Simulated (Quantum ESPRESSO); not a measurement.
# Ti (Fm-3m) in Quantum ESPRESSO: further runs, part 2 of 3

Quantum ESPRESSO 7.5.

### 3 Relaxation of cell and atoms, PBEsol, target pressure 2 GPa, at which the enthalpy is minimised

Input file pw.in:

```
&CONTROL
  calculation = 'vc-relax'
  prefix = 'pwscf'
  outdir = './tmp'
  pseudo_dir = './pseudo'
  tprnfor = .true.
  tstress = .true.
  disk_io = 'low'
  nstep = 40
  forc_conv_thr = 0.0004
  etot_conv_thr = 1d-05
/
&SYSTEM
  ibrav = 0
  A = 2.87085353
  nat = 1
  ntyp = 1
  ecutwfc = 52
  ecutrho = 414
  nbnd = 12
  occupations = 'smearing'
  smearing = 'fd'
  degauss = 0.00367493
/
&ELECTRONS
  conv_thr = 2d-10
  electron_maxstep = 120
  mixing_beta = 0.5
/
&IONS
  ion_dynamics = 'bfgs'
/
&CELL
  cell_dynamics = 'bfgs'
  press = 20
  press_conv_thr = 0.3
/
ATOMIC_SPECIES
Ti    47.8670 ti_pbesol_v1.4.uspp.F.UPF
CELL_PARAMETERS alat
   0.0000000000    0.7071067816    0.7071067816
   0.7071067816    0.0000000000    0.7071067816
   0.7071067816    0.7071067816    0.0000000000
ATOMIC_POSITIONS alat
Ti     0.0000000000    0.0000000000    0.0000000000
K_POINTS automatic
11 11 11 0 0 0
```

Potentials or basis: GBRV 1.5 PBEsol.

Run with:

```sh
$ OMP_NUM_THREADS=1 mpirun -n 2 pw.x -nk 2 -in pw.in > pw.out
```

pw.out:

```text
This program is part of the open-source Quantum ESPRESSO suite
     for quantum simulation of materials; please cite
[... 6 lines left out ...]
     using ibrav=0 with symmetry is DISCOURAGED, use correct ibrav instead

     K-points division:     npool     =       2
     Subspace diagonalization in iterative solution of the eigenvalue problem:
     a serial algorithm will be used

     G-vector sticks info
     --------------------
     sticks:   dense  smooth     PW     G-vecs:    dense   smooth      PW
     Sum         847     421    139                16145     5769    1067

     Using Slab Decomposition

     bravais-lattice index     =            0
     lattice parameter (alat)  =       5.4251  a.u.
     unit-cell volume          =     112.9054 (a.u.)^3
     number of atoms/cell      =            1
     number of atomic types    =            1
     number of electrons       =        12.00
     number of Kohn-Sham states=           12
     kinetic-energy cutoff     =      52.0000  Ry
     charge density cutoff     =     414.0000  Ry
     scf convergence threshold =      2.0E-10
     mixing beta               =       0.5000
     number of iterations used =            8  plain     mixing
     energy convergence thresh.=      1.0E-05
     force convergence thresh. =      4.0E-04
     press convergence thresh. =      3.0E-01
     Exchange-correlation= SLA  PW   PSX  PSC
                           (   1   4  10   8   0   0   0)
     nstep                     =           40

     celldm(1)=   5.425127  celldm(2)=   0.000000  celldm(3)=   0.000000
     celldm(4)=   0.000000  celldm(5)=   0.000000  celldm(6)=   0.000000

     crystal axes: (cart. coord. in units of alat)
               a(1) = (   0.000000   0.707107   0.707107 )
               a(2) = (   0.707107   0.000000   0.707107 )
               a(3) = (   0.707107   0.707107   0.000000 )

     reciprocal axes: (cart. coord. in units 2 pi/alat)
               b(1) = ( -0.707107  0.707107  0.707107 )
               b(2) = (  0.707107 -0.707107  0.707107 )
               b(3) = (  0.707107  0.707107 -0.707107 )

     PseudoPot. # 1 for Ti read from file:
     ti_pbesol_v1.4.uspp.F.UPF
     Pseudo is Ultrasoft + core correction, Zval = 12.0
     Generated by new atomic code, or converted to UPF format
     Using radial grid of  851 points,  6 beta functions with:
                l(1) =   0
                l(2) =   0
                l(3) =   1
                l(4) =   1
                l(5) =   2
                l(6) =   2
     Q(r) pseudized with  6 coefficients,  rinner =    1.000   1.000   1.000
                                                       1.000   1.000

     atomic species   valence    mass     pseudopotential
     Ti               12.00    47.86700     Ti( 1.00)

     48 Sym. Ops., with inversion, found

   Cartesian axes

     site n.     atom                  positions (alat units)
         1        Ti     tau(   1) = (   0.0000000   0.0000000   0.0000000  )

     number of k points=    56  Fermi-Dirac smearing, width (Ry)=  0.0037
                       cart. coord. in units 2pi/alat
        k(    1) = (   0.0000000   0.0000000   0.0000000), wk =   0.0015026
        k(    2) = (   0.0642824   0.0642824  -0.0642824), wk =   0.0120210
        k(    3) = (   0.1285649   0.1285649  -0.1285649), wk =   0.0120210
        k(    4) = (   0.1928473   0.1928473  -0.1928473), wk =   0.0120210
        k(    5) = (   0.2571297   0.2571297  -0.2571297), wk =   0.0120210
        k(    6) = (   0.3214122   0.3214122  -0.3214122), wk =   0.0120210
[... 48 lines left out ...]
        k(   55) = (  -0.0642824  -0.4499770   0.7071068), wk =   0.0360631
        k(   56) = (   0.0000000  -0.3856946   0.6428243), wk =   0.0360631

     Dense  grid:    16145 G-vectors     FFT dimensions: (  36,  36,  36)

     Smooth grid:     5769 G-vectors     FFT dimensions: (  25,  25,  25)

     Check: negative core charge=   -0.000005

     Initial potential from superposition of free atoms

     starting charge      11.0000, renormalised to      12.0000

     negative rho (up, down):  5.416E-04 0.000E+00
     Starting wfcs are   10 randomized atomic wfcs +    2 random wfcs

     Self-consistent Calculation

     iteration #  1     ecut=    52.00 Ry     beta= 0.50
     Davidson diagonalization with overlap
     ethr =  1.00E-02,  avg # of iterations =  4.7
[... 382 lines left out ...]
     negative rho (up, down):  3.850E-04 0.000E+00
          total   stress  (Ry/bohr**3)                   (kbar)     P=       -5.43
  -0.00003692  -0.00000000   0.00000000           -5.43       -0.00        0.00
  -0.00000000  -0.00003692   0.00000000           -0.00       -5.43        0.00
   0.00000000   0.00000000  -0.00003692            0.00        0.00       -5.43

     BFGS Geometry Optimization
     Energy error            =      2.5E-04 Ry
     Gradient error          =      0.0E+00 Ry/Bohr
     Cell gradient error     =      2.5E+01 kbar

     number of scf cycles    =   1
     number of bfgs steps    =   0
[... 391 lines left out ...]
     number of scf cycles    =   2
     number of bfgs steps    =   1

     enthalpy           old  =    -119.1265385972 Ry
     enthalpy           new  =    -119.1267181871 Ry

     CASE: enthalpy          _new < enthalpy          _old

     new trust radius        =       0.0064748329 bohr
     new conv_thr            =            2.0E-12 Ry

     new unit-cell volume =    110.42565 a.u.^3 (    16.36339 Ang^3 )
     density =      4.85749 g/cm^3
[... 401 lines left out ...]
     number of scf cycles    =   3
     number of bfgs steps    =   2

     enthalpy           old  =    -119.1267181871 Ry
     enthalpy           new  =    -119.1267539832 Ry

     CASE: enthalpy          _new < enthalpy          _old

     new trust radius        =       0.0002142430 bohr
     new conv_thr            =            2.0E-12 Ry

     new unit-cell volume =    110.45943 a.u.^3 (    16.36840 Ang^3 )
     density =      4.85601 g/cm^3
[... 370 lines left out ...]
     Energy error            =      4.4E-08 Ry
     Gradient error          =      0.0E+00 Ry/Bohr
     Cell gradient error     =      1.4E-02 kbar

     bfgs converged in   4 scf cycles and   3 bfgs steps
     (criteria: energy <  1.0E-05 Ry, force <  4.0E-04 Ry/Bohr, cell <  3.0E-01 kbar)

     End of BFGS Geometry Optimization

     Final enthalpy           =    -119.1267540276 Ry

Begin final coordinates
     new unit-cell volume =    110.45943 a.u.^3 (    16.36840 Ang^3 )
     density =      4.85601 g/cm^3

CELL_PARAMETERS (alat=  5.42512692)
  -0.000000000   0.701963222   0.701963222
   0.701963222  -0.000000000   0.701963222
   0.701963222   0.701963222  -0.000000000

ATOMIC_POSITIONS (alat)
Ti               0.0000000000        0.0000000000        0.0000000000
End final coordinates

     Final scf calculation at the relaxed structure.
     The G-vectors are recalculated for the final unit cell
     Results may differ from those at the preceding step.

     G-vector sticks info
     --------------------
     sticks:   dense  smooth     PW     G-vecs:    dense   smooth      PW
     Sum         835     421    139                15665     5601    1067

     Using Slab Decomposition

     bravais-lattice index     =            0
     lattice parameter (alat)  =       5.4251  a.u.
     unit-cell volume          =     110.4594 (a.u.)^3
     number of atoms/cell      =            1
     number of atomic types    =            1
     number of electrons       =        12.00
     number of Kohn-Sham states=           12
     kinetic-energy cutoff     =      52.0000  Ry
     charge density cutoff     =     414.0000  Ry
     scf convergence threshold =      2.0E-12
     mixing beta               =       0.5000
     number of iterations used =            8  plain     mixing
     press convergence thresh. =      3.0E-01
     Exchange-correlation= SLA  PW   PSX  PSC
                           (   1   4  10   8   0   0   0)

     celldm(1)=   5.425127  celldm(2)=   0.000000  celldm(3)=   0.000000
     celldm(4)=   0.000000  celldm(5)=   0.000000  celldm(6)=   0.000000

     crystal axes: (cart. coord. in units of alat)
               a(1) = (  -0.000000   0.701963   0.701963 )
               a(2) = (   0.701963  -0.000000   0.701963 )
               a(3) = (   0.701963   0.701963  -0.000000 )

     reciprocal axes: (cart. coord. in units 2 pi/alat)
               b(1) = ( -0.712288  0.712288  0.712288 )
               b(2) = (  0.712288 -0.712288  0.712288 )
               b(3) = (  0.712288  0.712288 -0.712288 )

     PseudoPot. # 1 for Ti read from file:
     ti_pbesol_v1.4.uspp.F.UPF
     Pseudo is Ultrasoft + core correction, Zval = 12.0
     Generated by new atomic code, or converted to UPF format
     Using radial grid of  851 points,  6 beta functions with:
                l(1) =   0
                l(2) =   0
                l(3) =   1
                l(4) =   1
                l(5) =   2
                l(6) =   2
     Q(r) pseudized with  6 coefficients,  rinner =    1.000   1.000   1.000
                                                       1.000   1.000

     atomic species   valence    mass     pseudopotential
     Ti               12.00    47.86700     Ti( 1.00)

     48 Sym. Ops., with inversion, found

   Cartesian axes

     site n.     atom                  positions (alat units)
         1        Ti     tau(   1) = (   0.0000000   0.0000000   0.0000000  )

     number of k points=    56  Fermi-Dirac smearing, width (Ry)=  0.0037
                       cart. coord. in units 2pi/alat
        k(    1) = (   0.0000000   0.0000000   0.0000000), wk =   0.0015026
        k(    2) = (   0.0647535   0.0647535  -0.0647535), wk =   0.0120210
        k(    3) = (   0.1295069   0.1295069  -0.1295069), wk =   0.0120210
        k(    4) = (   0.1942604   0.1942604  -0.1942604), wk =   0.0120210
        k(    5) = (   0.2590138   0.2590138  -0.2590138), wk =   0.0120210
        k(    6) = (   0.3237673   0.3237673  -0.3237673), wk =   0.0120210
[... 48 lines left out ...]
        k(   55) = (  -0.0647535  -0.4532742   0.7122880), wk =   0.0360631
        k(   56) = (  -0.0000000  -0.3885207   0.6475346), wk =   0.0360631

     Dense  grid:    15665 G-vectors     FFT dimensions: (  36,  36,  36)

     Smooth grid:     5601 G-vectors     FFT dimensions: (  25,  25,  25)

     Check: negative core charge=   -0.000006

     Initial potential from superposition of free atoms

     starting charge      11.0000, renormalised to      12.0000

     negative rho (up, down):  5.294E-04 0.000E+00
     Starting wfcs are   10 randomized atomic wfcs +    2 random wfcs

     Self-consistent Calculation

     iteration #  1     ecut=    52.00 Ry     beta= 0.50
     Davidson diagonalization with overlap
     ethr =  1.00E-06,  avg # of iterations = 12.3
[... 400 lines left out ...]
     negative rho (up, down):  3.762E-04 0.000E+00
          total   stress  (Ry/bohr**3)                   (kbar)     P=       19.99
   0.00013590   0.00000000   0.00000000           19.99        0.00        0.00
   0.00000000   0.00013590   0.00000000            0.00       19.99        0.00
   0.00000000   0.00000000   0.00013590            0.00        0.00       19.99

=------------------------------------------------------------------------------=
   JOB DONE.
=------------------------------------------------------------------------------=
```

It took 17 s on 2 MPI ranks of Arm Neoverse V1, shared host; peak memory 0.14 GiB.

What came out:

```
Free energy                                            : -1621.0064 eV
Relaxed volume                                         : 16.37 Å³/atom
Relaxed cell                                           : a = 2.850 Å, b = 2.850 Å, c = 2.850 Å, α = 60.00°, β = 60.00°, γ = 60.00°
Space group after relaxing (to 0.05 Å)                 : Fm-3m (No. 225)
Energy change on relaxing (the enthalpy is what falls) : +1.6 meV/atom
Ionic steps                                            : 4
Pressure after relaxing                                : 2.0 GPa
Band gap on the k mesh                                 : none (metal or under the smearing width)
```

The path:
| step | energy change (eV) | largest force (eV/Å) | pressure (GPa) | volume (Å³) |
| --- | --- | --- | --- | --- |
| 1 | 0.0000 | 0.0000 | -0.54 | 16.73 |
| 2 | 0.0003 | 0.0000 | 0.94 | 16.51 |
| 3 | 0.0017 | 0.0000 | 2.04 | 16.36 |
| 4 | 0.0016 | 0.0000 | 2.00 | 16.37 |

Final structure:
```xyz
1
Lattice="0.0000 2.0152 2.0152 2.0152 0.0000 2.0152 2.0152 2.0152 0.0000" Properties=species:S:1:pos:R:3 pbc="T T T"
Ti    0.0000    0.0000    0.0000
```

(Part 2 of 3 ends here.)
